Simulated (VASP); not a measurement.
# W (Pm-3n) in VASP: relaxation of cell and atoms with r2SCAN

Aim: the relaxation of cell and atoms of W with r2SCAN.

Program: VASP 6.6.1. These are calculated values, not measurements. Logs are shortened: lines on timing, memory, paths and dates and some standing lists are left out, and cuts for length are marked.

### Step 1. The structure

It takes space group Pm-3n (No. 223, cubic). Conventional cell: a = 5.083 Å, b = 5.083 Å, c = 5.083 Å, α = 90.00°, β = 90.00°, γ = 90.00°. W (site symmetry -4m2) is surrounded by 6 W at 2.54 to 2.84 Å. Around W (site symmetry m-3) lie 12 W at 2.84 Å.

This isn't the form of W at room conditions, which is bcc.

### Step 2. Relaxation of cell and atoms, r2SCAN

The input, INCAR:

```
ALGO = Normal
EDIFF = 1E-6
EDIFFG = -0.005
ENCUT = 600
IBRION = 2
ISIF = 3
ISMEAR = 1
LASPH = T
LCHARG = F
LMIXTAU = T
LREAL = F
LWAVE = F
METAGGA = R2SCAN
NELM = 100
NSW = 40
PREC = Accurate
SIGMA = 0.1
```

The input, KPOINTS:

```
k-points
0
Gamma
  5 5 5
```

The input, POSCAR:

```
W
1.0
    5.0830000000      0.0000000000      0.0000000000
    0.0000000000      5.0830000000      0.0000000000
    0.0000000000      0.0000000000      5.0830000000
W
8
Direct
    0.5000000000      0.2500000000      0.0000000000
    0.5000000000      0.7500000000      0.0000000000
    0.7500000000      0.0000000000      0.5000000000
    0.2500000000      0.0000000000      0.5000000000
    0.0000000000      0.5000000000      0.7500000000
    0.0000000000      0.5000000000      0.2500000000
    0.5000000000      0.5000000000      0.5000000000
    0.0000000000      0.0000000000      0.0000000000
```

Potentials or basis: VASP PAW PBE potentials, release 64 (W_sv).

Run with:

```sh
> cat potpaw_PBE.64/W_sv/POTCAR > POTCAR
> mpirun -np 1 vasp_std > vasp.out
```

OUTCAR:

```text
EDIFF = 1E-6
   EDIFFG = -0.005
   ENCUT = 600
   IBRION = 2
   ISIF = 3
   ISMEAR = 1
   LASPH = T
   LREAL = F
   METAGGA = R2SCAN
   NELM = 100
   NSW = 40
   PREC = Accurate

 ion  position               nearest neighbor table
   1  0.500  0.250  0.000-   2 2.54   2 2.54   8 2.84   7 2.84   7 2.84   8 2.84   4 3.11   3 3.11
                             4 3.11   5 3.11   6 3.11   5 3.11   6 3.11   3 3.11
   2  0.500  0.750  0.000-   1 2.54   1 2.54   8 2.84   7 2.84   7 2.84   8 2.84   4 3.11   3 3.11
                             4 3.11   5 3.11   6 3.11   5 3.11   6 3.11   3 3.11
   3  0.750  0.000  0.500-   4 2.54   4 2.54   8 2.84   8 2.84   7 2.84   7 2.84   1 3.11   1 3.11
                             2 3.11   5 3.11   5 3.11   6 3.11   6 3.11   2 3.11
   4  0.250  0.000  0.500-   3 2.54   3 2.54   8 2.84   8 2.84   7 2.84   7 2.84   1 3.11   1 3.11
                             2 3.11   5 3.11   5 3.11   6 3.11   6 3.11   2 3.11
   5  0.000  0.500  0.750-   6 2.54   6 2.54   8 2.84   7 2.84   8 2.84   7 2.84   3 3.11   4 3.11
                             3 3.11   4 3.11   1 3.11   1 3.11   2 3.11   2 3.11
   6  0.000  0.500  0.250-   5 2.54   5 2.54   8 2.84   7 2.84   8 2.84   7 2.84   3 3.11   4 3.11
                             3 3.11   4 3.11   1 3.11   1 3.11   2 3.11   2 3.11
   7  0.500  0.500  0.500-   1 2.84   2 2.84   3 2.84   4 2.84   5 2.84   6 2.84   1 2.84   2 2.84
                             3 2.84   4 2.84   5 2.84   6 2.84
   8  0.000  0.000  0.000-   1 2.84   2 2.84   3 2.84   4 2.84   5 2.84   6 2.84   3 2.84   4 2.84
                             5 2.84   6 2.84   1 2.84   2 2.84

  LATTYP: Found a simple cubic cell.
 ALAT       =     5.0830000000

  Lattice vectors:

 A1 = (   5.0830000000,   0.0000000000,   0.0000000000)
 A2 = (   0.0000000000,   5.0830000000,   0.0000000000)
 A3 = (   0.0000000000,   0.0000000000,   5.0830000000)

Analysis of symmetry for initial positions (statically):
=====================================================================
 Subroutine PRICEL returns:
 Original cell was already a primitive cell.

 Routine SETGRP: Setting up the symmetry group for a
 simple cubic supercell.

 Subroutine GETGRP returns: Found 48 space group operations
 (whereof 24 operations were pure point group operations)
 out of a pool of 48 trial point group operations.

The static configuration has the point symmetry T_h .
 The point group associated with its full space group is O_h .

Analysis of symmetry for dynamics (positions and initial velocities):
=====================================================================
 Subroutine PRICEL returns:
 Original cell was already a primitive cell.

 Routine SETGRP: Setting up the symmetry group for a
 simple cubic supercell.

 Subroutine GETGRP returns: Found 48 space group operations
 (whereof 24 operations were pure point group operations)
 out of a pool of 48 trial point group operations.

The dynamic configuration has the point symmetry T_h .
[... 96 lines left out ...]
   NELM   =    100;   NELMIN=  2; NELMDL= -5     # of ELM steps
   EDIFF  = 0.1E-05   stopping-criterion for ELM
   LREAL  =      F    real-space projection
   EDIFFG = -.5E-02   stopping-criterion for IOM
   NSW    =     40    number of steps for IOM
   IBRION =      2    ionic relax: 0-MD 1-quasi-New 2-CG
   NFREE  =      1    steps in history (QN), initial steepest desc. (CG)
   ISIF   =      3    stress and relaxation
   ISYM   =      2    0-nonsym 1-usesym 2-fastsym
   POTIM  = 0.5000    time-step for ionic-motion
   TEBEG  =    0.0;   TEEND  =   0.0 temperature during run
   PSTRESS=    0.0 pullay stress
   NELECT =     112.0000    total number of electrons
   NUPDOWN=      -1.0000    fix difference up-down
   EMIN   =  10.00;   EMAX   =-10.00  energy-range for DOS
   EFERMI =   0.00;   METHOD = LEGACY
   ISMEAR =     1;   SIGMA  =   0.10  broadening in eV -4-tet -1-fermi 0-gaus
   EFERMI_NEDOS =   21; number of points for ismear=-14 and -15
   IALGO  =     38    algorithm
   IMIX   =      4    mixing-type and parameters
     AMIX     =   0.40;   BMIX     =  1.00
     AMIX_MAG =   1.60;   BMIX_MAG =  1.00
  volume/ion in A,a.u.               =      16.42       110.78
  Fermi-wavevector in a.u.,A,eV,Ry     =   1.552485  2.933771 32.792891  2.410209
  Thomas-Fermi vector in A             =   2.656853
   LORBIT       =      0    0 simple, 1 ext, 2 COOP (PROOUT), +10 PAW based schemes
   METAGGA = R2SCAN    functional components
   LHFCALC =     F    Hartree Fock is set to
   AEXX    =    0.0000 exact exchange contribution
   IVDW    =     0    specifies the selected vdW correction
   LEPSILON=     F    determine dielectric tensor
   LRPA    =     F    only Hartree local field effects (RPA)
 conjugate gradient relaxation of ions
 non-spin polarized calculation
 Methfessel and Paxton  Order N= 1 SIGMA  =   0.10
  energy-cutoff  :      600.00
  volume of cell :      131.33
 maximum number of plane-waves:      4400
 NGX is ok and might be reduce to    42
   NGX = 21   NGY = 21   NGZ = 21

--------------------------------------- Ionic step        1  -------------------------------------------

 number of electron     111.9999982 magnetization

 Free energy of the ion-electron system (eV)
  ---------------------------------------------------
  ext. energy  EPLUGINS =         0.00000000
  ---------------------------------------------------
  free energy    TOTEN  =      -409.91140996 eV

  energy without entropy =     -409.90617066  energy(sigma->0) =     -409.90966353

------------------------ aborting loop because EDIFF is reached ----------------------------------------

  FORCE on cell =-STRESS in cart. coord.  units (eV):
  Direction    XX          YY          ZZ          XY          YZ          ZX
  --------------------------------------------------------------------------------------
  -------------------------------------------------------------------------------------
  Total       -3.6159162     -3.6159162     -3.6159162      0.0000000     -0.0000000      0.0000000
  in kB      -44.1132052    -44.1132052    -44.1132052      0.0000000     -0.0000000      0.0000000
  external PRESSURE =     -44.1132052 kB  Pullay stress =       0.0000000 kB
[... 113 lines left out ...]
--------------------------------------- Ionic step        4  -------------------------------------------

 number of electron     111.9999970 magnetization

 Free energy of the ion-electron system (eV)
  ---------------------------------------------------
  ext. energy  EPLUGINS =         0.00000000
  ---------------------------------------------------
  free energy    TOTEN  =      -409.93835372 eV

  energy without entropy =     -409.93359785  energy(sigma->0) =     -409.93676843

 E-fermi :  10.7607     XC(G=0): -14.8077

 val. band max:       10.7526087003   @ k =   0.2000   0.0000   0.0000
 cond. band min:      10.8039986627   @ k =   0.4000   0.4000   0.2000
 fundamental gap:      0.0513899624
 Fermi energy:        10.7607279678

 k-point     1 :       0.0000    0.0000    0.0000
  band No.  band energies     occupation
      1     -65.1784      2.00000
      2     -65.1239      2.00000
      3     -65.1239      2.00000
      4     -64.9672      2.00000
      5     -64.9672      2.00000
      6     -64.9672      2.00000
[... 724 lines left out ...]
  FREE ENERGIE OF THE ION-ELECTRON SYSTEM (eV)
  ---------------------------------------------------
  free  energy   TOTEN  =      -409.9383537196 eV

  energy  without entropy=     -409.9335978545  energy(sigma->0) =     -409.93676843

 reached required accuracy - stopping structural energy minimisation
```

OSZICAR:

```text
N       E                     dE             d eps       ncg     rms          rms(c)
DAV:   1     0.140811824181E+04    0.14081E+04   -0.70103E+04  1340   0.223E+03
DAV:   2    -0.309839950718E+03   -0.17180E+04   -0.16734E+04  1348   0.710E+02
[... 46 lines left out ...]
DAV:   1    -0.409938453589E+03   -0.11865E-03   -0.29818E-03  1362   0.387E-01    0.125E-01
DAV:   2    -0.409938366338E+03    0.87250E-04   -0.17961E-04  1355   0.783E-02    0.349E-02
DAV:   3    -0.409938348997E+03    0.17341E-04   -0.64808E-05  1430   0.439E-02    0.228E-02
DAV:   4    -0.409938350690E+03   -0.16925E-05   -0.56443E-06  1125   0.172E-02    0.823E-03
DAV:   5    -0.409938354089E+03   -0.33991E-05   -0.20670E-06   815   0.118E-02    0.583E-03
DAV:   6    -0.409938353720E+03    0.36935E-06   -0.82496E-07   697   0.599E-03
   4 F= -.40993835E+03 E0= -.40993677E+03  d E =-.269438E-01
```

CONTCAR:

```text
W
   1.00000000000000
     5.0584207584097411    0.0000000000000000    0.0000000000000000
     0.0000000000000000    5.0584207584097411    0.0000000000000000
    -0.0000000000000000   -0.0000000000000000    5.0584207584097411
  W
     8
Direct
     0.5000000000000000    0.2500000000000000    1.0000000000000000
     0.5000000000000000    0.7500000000000000    0.0000000000000000
     0.7500000000000000    1.0000000000000000    0.5000000000000000
     0.2500000000000000    0.0000000000000000    0.5000000000000000
     0.0000000000000000    0.5000000000000000    0.7500000000000000
     0.0000000000000000    0.5000000000000000    0.2500000000000000
     0.5000000000000000    0.5000000000000000    0.5000000000000000
     0.0000000000000000    1.0000000000000000    1.0000000000000000

  0.00000000E+00  0.00000000E+00  0.00000000E+00
  0.00000000E+00  0.00000000E+00  0.00000000E+00
  0.00000000E+00  0.00000000E+00  0.00000000E+00
  0.00000000E+00  0.00000000E+00  0.00000000E+00
  0.00000000E+00  0.00000000E+00  0.00000000E+00
  0.00000000E+00  0.00000000E+00  0.00000000E+00
  0.00000000E+00  0.00000000E+00  0.00000000E+00
  0.00000000E+00  0.00000000E+00  0.00000000E+00
```

Run time: 22 min. Hardware: 1 thread of AMD EPYC 7R13 (Zen 3), shared host; peak memory 0.3 GiB.

What came out:

```
Free energy                            : -409.9384 eV
Relaxed volume                         : 16.18 Å³/atom
Relaxed cell                           : a = 5.058 Å, b = 5.058 Å, c = 5.058 Å, α = 90.00°, β = 90.00°, γ = 90.00°
Space group after relaxing (to 0.05 Å) : Pm-3n (No. 223)
Energy gained by relaxing              : 3.4 meV/atom
Ionic steps                            : 4
Pressure after relaxing                : 0.0 GPa
Band gap on the k mesh                 : none (metal or under the smearing width)
```

Step by step:
```csv
step,energy change (eV),largest force (eV/Å),pressure (GPa),volume (Å³)
1,0.0000,0.0000,-4.41,131.33
2,0.3260,0.0000,18.21,122.92
3,-0.0269,0.0000,-0.11,129.48
4,-0.0269,0.0000,-0.01,129.43
```

Final structure:
```
W
1.0
     5.05842    0.00000    0.00000
     0.00000    5.05842    0.00000
     0.00000    0.00000    5.05842
W
8
Direct
  0.50000 0.25000 0.00000
  0.50000 0.75000 0.00000
  0.75000 0.00000 0.50000
  0.25000 0.00000 0.50000
  0.00000 0.50000 0.75000
  0.00000 0.50000 0.25000
  0.50000 0.50000 0.50000
  0.00000 0.00000 0.00000
```

Levels at points of the mesh, in eV from the Fermi level:
```tsv
k point	band 53	band 54	band 55	band 56	band 57	band 58	band 59	band 60
(0.00, 0.00, 0.00)	-1.53	-1.53	-0.42	-0.42	-0.42	1.78	1.78	1.78
```

Caveat: the PAW data sets were made with another functional, which shifts forces and pressure a little. The run has no spin-orbit coupling, so splittings on W are missing.

### Step 3. The reference run

An earlier run on the cell as given: functional PBEsol; potentials or basis VASP PAW PBE potentials, release 64 (W_sv); cutoff 520 eV; k mesh 5 × 5 × 5; occupations fermi-dirac, width 0.05 eV; no spin polarisation.

- Pressure: -8.6 GPa
- Band gap on the k mesh: none (metal or under the smearing width)
